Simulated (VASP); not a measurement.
# SnO2 (Cassiterite) (P4_2/mnm) in VASP: further runs, part 2 of 2

VASP 6.6.1. Earlier steps stand in the parts before.

### Step 4. Band structure, MS2

INCAR reads:

```
  PREC = Accurate
  ENCUT = 520
  EDIFF = 1E-7
  ISMEAR = -1
  SIGMA = 0.05
  LREAL = False
  LASPH = True
  NELM = 80
  ALGO = Normal
  ISIF = 2
  LWAVE = False
  LCHARG = False
  METAGGA = MS2
  LMIXTAU = True
  NBANDS = 35
```

KPOINTS reads:

```
Automatic mesh
0
Gamma
  6 6 8
```

POSCAR reads:

```
SnO2
1.0
    4.7380000000      0.0000000000      0.0000000000
    0.0000000000      4.7380000000      0.0000000000
    0.0000000000      0.0000000000      3.1865000000
Sn O
2 4
Direct
    0.5000000000      0.5000000000      0.5000000000
    0.0000000000      0.0000000000      0.0000000000
    0.8071000000      0.1929000000      0.5000000000
    0.6929000000      0.6929000000      0.0000000000
    0.1929000000      0.8071000000      0.5000000000
    0.3071000000      0.3071000000      0.0000000000
```

KPOINTS_OPT reads:

```
path GXMGZRAZ,XR,MA
10
line-mode
reciprocal
 0.0000000000  0.0000000000  0.0000000000  G
 0.0000000000  0.5000000000  0.0000000000  X

 0.0000000000  0.5000000000  0.0000000000  X
 0.5000000000  0.5000000000  0.0000000000  M

 0.5000000000  0.5000000000  0.0000000000  M
 0.0000000000  0.0000000000  0.0000000000  G

 0.0000000000  0.0000000000  0.0000000000  G
 0.0000000000  0.0000000000  0.5000000000  Z

 0.0000000000  0.0000000000  0.5000000000  Z
 0.0000000000  0.5000000000  0.5000000000  R

 0.0000000000  0.5000000000  0.5000000000  R
 0.5000000000  0.5000000000  0.5000000000  A

 0.5000000000  0.5000000000  0.5000000000  A
 0.0000000000  0.0000000000  0.5000000000  Z

 0.0000000000  0.5000000000  0.0000000000  X
 0.0000000000  0.5000000000  0.5000000000  R

 0.5000000000  0.5000000000  0.0000000000  M
 0.5000000000  0.5000000000  0.5000000000  A
```

Potentials or basis: VASP PAW PBE potentials, release 64 (Sn_d, O).

Run with:

```bash
$ cat potpaw_PBE.64/Sn_d/POTCAR potpaw_PBE.64/O/POTCAR > POTCAR
$ mpirun -np 1 vasp_std > vasp.out
```

OUTCAR:

```text
PREC = Accurate
   ENCUT = 520
   EDIFF = 1E-7
   ISMEAR = -1
   LREAL = False
   LASPH = True
   NELM = 80
   ISIF = 2
   METAGGA = MS2

 ion  position               nearest neighbor table
   1  0.500  0.500  0.500-   4 2.05   6 2.05   4 2.05   6 2.05   5 2.06   3 2.06   2 3.71   2 3.71
                             2 3.71   2 3.71   2 3.71   2 3.71   2 3.71   2 3.71
   2  0.000  0.000  0.000-   3 2.05   5 2.05   3 2.05   5 2.05   4 2.06   6 2.06   1 3.71   1 3.71
                             1 3.71   1 3.71   1 3.71   1 3.71   1 3.71   1 3.71
   3  0.807  0.193  0.500-   2 2.05   2 2.05   1 2.06
   4  0.693  0.693  0.000-   1 2.05   1 2.05   2 2.06
   5  0.193  0.807  0.500-   2 2.05   2 2.05   1 2.06
   6  0.307  0.307  0.000-   1 2.05   1 2.05   2 2.06

  LATTYP: Found a simple tetragonal cell.
 ALAT       =     4.7380000000
 C/A-ratio  =     0.6725411566

  Lattice vectors:

 A1 = (   4.7380000000,   0.0000000000,   0.0000000000)
 A2 = (   0.0000000000,   4.7380000000,   0.0000000000)
 A3 = (   0.0000000000,   0.0000000000,   3.1865000000)

Analysis of symmetry for initial positions (statically):
=====================================================================
 Subroutine PRICEL returns:
 Original cell was already a primitive cell.

 Routine SETGRP: Setting up the symmetry group for a
 simple tetragonal supercell.

 Subroutine GETGRP returns: Found 16 space group operations
 (whereof  8 operations were pure point group operations)
 out of a pool of 16 trial point group operations.

The static configuration has the point symmetry D_2h.
 The point group associated with its full space group is D_4h.

Analysis of symmetry for dynamics (positions and initial velocities):
=====================================================================
 Subroutine PRICEL returns:
 Original cell was already a primitive cell.

 Routine SETGRP: Setting up the symmetry group for a
 simple tetragonal supercell.

 Subroutine GETGRP returns: Found 16 space group operations
 (whereof  8 operations were pure point group operations)
 out of a pool of 16 trial point group operations.

The dynamic configuration has the point symmetry D_2h.
 The point group associated with its full space group is D_4h.

 Subroutine INISYM returns: Found 16 space group operations
 (whereof  8 operations are pure point group operations),
 and found     1 'primitive' translations

----------------------------------------------------------------------------------------

                                     Primitive cell

  volume of cell :      71.5326

  direct lattice vectors                    reciprocal lattice vectors
     4.738000000  0.000000000  0.000000000     0.211059519  0.000000000  0.000000000
     0.000000000  4.738000000  0.000000000     0.000000000  0.211059519  0.000000000
     0.000000000  0.000000000  3.186500000     0.000000000  0.000000000  0.313823945

  length of vectors
     4.738000000  4.738000000  3.186500000     0.211059519  0.211059519  0.313823945

  position of ions in fractional coordinates (direct lattice)
     0.500000000  0.500000000  0.500000000
     0.000000000  0.000000000  0.000000000
     0.807100000  0.192900000  0.500000000
     0.692900000  0.692900000  0.000000000
     0.192900000  0.807100000  0.500000000
     0.307100000  0.307100000  0.000000000

  ion indices of the primitive-cell ions
   primitive index   ion index
                 1           1
                 2           2
[... 32 lines left out ...]
            Coordinates               Weight
  0.000000  0.000000  0.000000      1.000000
  0.166667  0.000000  0.000000      4.000000
  0.333333  0.000000  0.000000      4.000000
  0.500000  0.000000  0.000000      2.000000
  0.166667  0.166667  0.000000      4.000000
  0.333333  0.166667  0.000000      8.000000
[... 16 lines left out ...]
  0.333333  0.000000  0.250000      8.000000
  0.500000  0.000000  0.250000      4.000000
 [... further k-points ...]
   k-points           NKPTS =     50   k-points in BZ     NKDIM =     50   number of bands    NBANDS=     35
   number of dos      NEDOS =    301   number of ions     NIONS =      6
   total plane-waves  NPLWV =  31104
   dimension x,y,z NGX =    36 NGY =   36 NGZ =   24
   dimension x,y,z NGXF=    72 NGYF=   72 NGZF=   48
   ions per type =               2   4
   NGX,Y,Z   is equivalent  to a cutoff of  12.63, 12.63, 12.52 a.u.
   NGXF,Y,Z  is equivalent  to a cutoff of  25.26, 25.26, 25.04 a.u.
 SYSTEM =  unknown system
   PREC   = accura    normal or accurate (medium, high low for compatibility)
   ISTART =      0    job   : 0-new  1-cont  2-samecut
   ICHARG =      2    charge: 1-file 2-atom 10-const
   ISPIN  =      1    spin polarized calculation?
   LNONCOLLINEAR =      F non collinear calculations
   LSORBIT =      F    spin-orbit coupling
   LASPH  =      T    aspherical Exc in radial PAW
   ENCUT  =  520.0 eV  38.22 Ry    6.18 a.u.   8.81  8.81  5.92*2*pi/ulx,y,z
   NELM   =     80;   NELMIN=  2; NELMDL= -5     # of ELM steps
   EDIFF  = 0.1E-06   stopping-criterion for ELM
   LREAL  =      F    real-space projection
   EDIFFG = 0.1E-05   stopping-criterion for IOM
   NSW    =      0    number of steps for IOM
   IBRION =     -1    ionic relax: 0-MD 1-quasi-New 2-CG
   NFREE  =      0    steps in history (QN), initial steepest desc. (CG)
   ISIF   =      2    stress and relaxation
   ISYM   =      2    0-nonsym 1-usesym 2-fastsym
   POTIM  = 0.5000    time-step for ionic-motion
   TEBEG  =    0.0;   TEEND  =   0.0 temperature during run
   PSTRESS=    0.0 pullay stress
   NELECT =      52.0000    total number of electrons
   NUPDOWN=      -1.0000    fix difference up-down
   EMIN   =  10.00;   EMAX   =-10.00  energy-range for DOS
   EFERMI =   0.00;   METHOD = LEGACY
   ISMEAR =    -1;   SIGMA  =   0.05  broadening in eV -4-tet -1-fermi 0-gaus
   EFERMI_NEDOS =   21; number of points for ismear=-14 and -15
   IALGO  =     38    algorithm
   IMIX   =      4    mixing-type and parameters
     AMIX     =   0.40;   BMIX     =  1.00
     AMIX_MAG =   1.60;   BMIX_MAG =  1.00
  volume/ion in A,a.u.               =      11.92        80.45
  Fermi-wavevector in a.u.,A,eV,Ry     =   1.472000  2.781677 29.480903  2.166785
  Thomas-Fermi vector in A             =   2.587068
   LORBIT       =      0    0 simple, 1 ext, 2 COOP (PROOUT), +10 PAW based schemes
   METAGGA = MS2    functional components
   LHFCALC =     F    Hartree Fock is set to
   AEXX    =    0.0000 exact exchange contribution
   IVDW    =     0    specifies the selected vdW correction
   LEPSILON=     F    determine dielectric tensor
   LRPA    =     F    only Hartree local field effects (RPA)
 non-spin polarized calculation
  energy-cutoff  :      520.00
  volume of cell :       71.53
 maximum number of plane-waves:      1992
 NGX is ok and might be reduce to    36
   NGX = 17   NGY = 17   NGZ = 11

 number of electron      51.9999994 magnetization

 Free energy of the ion-electron system (eV)
  ---------------------------------------------------
  ext. energy  EPLUGINS =         0.00000000
  ---------------------------------------------------
  free energy    TOTEN  =       -40.16974533 eV

  energy without entropy =      -40.16974533  energy(sigma->0) =      -40.16974533

 E-fermi :   6.5916     XC(G=0): -12.0212

 val. band max:        5.7573940444   @ k =   0.0000   0.0000   0.0000
 cond. band min:       7.4009687760   @ k =   0.0000   0.0000   0.0000
 fundamental gap:      1.6435747316
 Fermi energy:         6.5915593284

 k-point     1 :       0.0000    0.0000    0.0000
  band No.  band energies     occupation
      1     -15.7946      2.00000
      2     -14.8667      2.00000
      3     -14.4354      2.00000
      4     -14.4354      2.00000
      5     -14.3857      2.00000
      6     -14.3092      2.00000
[... 901 lines left out ...]
     34      18.7062      0.00000
     35      18.9400      0.00000

 [... further k-points ...]
[... 5 lines left out ...]
  --------------------------------------------------------------------------------------
  -------------------------------------------------------------------------------------
  Total        1.6435433      1.6435433      2.3024421     -0.0000000      0.0000000      0.0000000
  in kB       36.8118534     36.8118534     51.5697791     -0.0000000      0.0000000      0.0000000
  external PRESSURE =      41.7311620 kB  Pullay stress =       0.0000000 kB

 VOLUME and BASIS-vectors are now :
 -----------------------------------------------------------------------------
  energy-cutoff  :      520.00
  volume of cell :       71.53
      direct lattice vectors                 reciprocal lattice vectors
     4.738000000  0.000000000  0.000000000     0.211059519  0.000000000  0.000000000
     0.000000000  4.738000000  0.000000000     0.000000000  0.211059519  0.000000000
     0.000000000  0.000000000  3.186500000     0.000000000  0.000000000  0.313823945

 POSITION                                       TOTAL-FORCE (eV/Angst)
 -----------------------------------------------------------------------------------
      2.36900      2.36900      1.59325         0.000000      0.000000     -0.000000
      0.00000      0.00000      0.00000         0.000000      0.000000     -0.000000
      3.82404      0.91396      1.59325        -0.200870      0.200870      0.000000
      3.28296      3.28296      0.00000         0.200870      0.200870      0.000000
      0.91396      3.82404      1.59325         0.200870     -0.200870     -0.000000
      1.45504      1.45504      0.00000        -0.200870     -0.200870     -0.000000
 -----------------------------------------------------------------------------------
    total drift:                               -0.000000      0.000000      0.000000

  FREE ENERGIE OF THE ION-ELECTRON SYSTEM (eV)
  ---------------------------------------------------
  free  energy   TOTEN  =       -40.1697453264 eV

  energy  without entropy=      -40.1697453253  energy(sigma->0) =      -40.16974533
```

It took 7.5 min on 1 thread of Intel Xeon Platinum 8488C (Sapphire Rapids), shared host; peak memory 0.29 GiB.

What came out:

| Property | Result |
| --- | --- |
| Free energy | -40.1697 eV |
| Pressure | 4.2 GPa |
| Largest force | 0.284 eV/Å |
| Band gap on the k mesh | 1.64 eV, direct |
| Band gap along the path | 1.64 eV, direct |

Forces in eV/Å, atoms in the order of the input:
```
Sn   0.000  0.000  0.000
Sn   0.000  0.000  0.000
O   -0.201  0.201  0.000
O    0.201  0.201  0.000
O    0.201 -0.201  0.000
O   -0.201 -0.201  0.000
```

Levels at the corners of the path, in eV from the valence-band top:
| point | band 22 | band 23 | band 24 | band 25 | band 26 | band 27 | band 28 | band 29 | band 30 | band 31 |
| --- | --- | --- | --- | --- | --- | --- | --- | --- | --- | --- |
| Γ | -1.11 | -1.11 | -0.78 | -0.78 | 0.00 | 1.64 | 6.68 | 6.68 | 6.70 | 10.98 |
| X | -1.91 | -1.07 | -1.07 | -0.63 | -0.63 | 4.91 | 4.91 | 7.46 | 7.46 | 11.55 |
| X | -1.91 | -1.07 | -1.07 | -0.63 | -0.63 | 4.91 | 4.91 | 7.46 | 7.46 | 11.55 |
| M | -1.94 | -1.19 | -1.19 | -0.91 | -0.91 | 5.37 | 5.37 | 7.89 | 7.89 | 11.53 |
| M | -1.94 | -1.19 | -1.19 | -0.91 | -0.91 | 5.37 | 5.37 | 7.89 | 7.89 | 11.53 |
| Γ | -1.11 | -1.11 | -0.78 | -0.78 | 0.00 | 1.64 | 6.68 | 6.68 | 6.70 | 10.98 |
| Γ | -1.11 | -1.11 | -0.78 | -0.78 | 0.00 | 1.64 | 6.68 | 6.68 | 6.70 | 10.98 |
| Z | -2.48 | -1.68 | -1.68 | -1.27 | -1.27 | 6.88 | 6.88 | 10.23 | 10.23 | 11.14 |
| Z | -2.48 | -1.68 | -1.68 | -1.27 | -1.27 | 6.88 | 6.88 | 10.23 | 10.23 | 11.14 |
| R | -1.70 | -1.12 | -1.12 | -0.59 | -0.59 | 7.18 | 7.18 | 8.51 | 8.51 | 11.55 |
| R | -1.70 | -1.12 | -1.12 | -0.59 | -0.59 | 7.18 | 7.18 | 8.51 | 8.51 | 11.55 |
| A | -2.32 | -0.96 | -0.96 | -0.86 | -0.86 | 5.50 | 5.50 | 9.27 | 9.27 | 11.54 |
| A | -2.32 | -0.96 | -0.96 | -0.86 | -0.86 | 5.50 | 5.50 | 9.27 | 9.27 | 11.54 |
| Z | -2.48 | -1.68 | -1.68 | -1.27 | -1.27 | 6.88 | 6.88 | 10.23 | 10.23 | 11.14 |
| X | -1.91 | -1.07 | -1.07 | -0.63 | -0.63 | 4.91 | 4.91 | 7.46 | 7.46 | 11.55 |
| R | -1.70 | -1.12 | -1.12 | -0.59 | -0.59 | 7.18 | 7.18 | 8.51 | 8.51 | 11.55 |
| M | -1.94 | -1.19 | -1.19 | -0.91 | -0.91 | 5.37 | 5.37 | 7.89 | 7.89 | 11.53 |
| A | -2.32 | -0.96 | -0.96 | -0.86 | -0.86 | 5.50 | 5.50 | 9.27 | 9.27 | 11.54 |

Caveat: the PAW data sets were made with another functional, which shifts forces and pressure a little; spin-orbit coupling is left out, which moves the levels of the heavy elements.

### Step 5. The reference run

An earlier run on the cell as given: functional PBEsol; potentials or basis VASP PAW PBE potentials, release 64 (Sn_d, O); cutoff 520 eV; k mesh 6 × 6 × 8; occupations fermi-dirac, width 0.05 eV; no spin polarisation.

- Pressure: 5.4 GPa
- Largest force: 0.229 eV/Å
- Band gap on the k mesh: 1.18 eV, direct

### Step 6. Overview

```tsv
task	level	ladder	gap on the mesh (eV)	pressure (GPa)	largest force (eV/Å)
band structure	TPSS	-	1.42	10.4	0.32
band structure	revTPSS	-	1.40	10.6	0.36
band structure	MS2	-	1.64	4.2	0.28
single point	PBEsol	free	1.18	5.4	0.23
```

Alike in all rows: potentials or basis VASP PAW PBE potentials, release 64 (Sn_d, O); no spin polarisation; cell as given; k mesh 6 × 6 × 8; cutoff (eV) 520; smearing fermi-dirac 0.05 eV.

On the cell as given the gap runs from 1.18 eV (PBEsol) to 1.64 eV (MS2). The pressure there spans 4.2 GPa (MS2) to 10.6 GPa (revTPSS); a positive pressure means that this level wants a larger cell, a negative one a smaller.

Caveats: the PAW data sets were made with another functional, which shifts forces and pressure a little; spin-orbit coupling is left out, which moves the levels of the heavy elements.

Absolute energies hang on the potentials; compare differences alone.
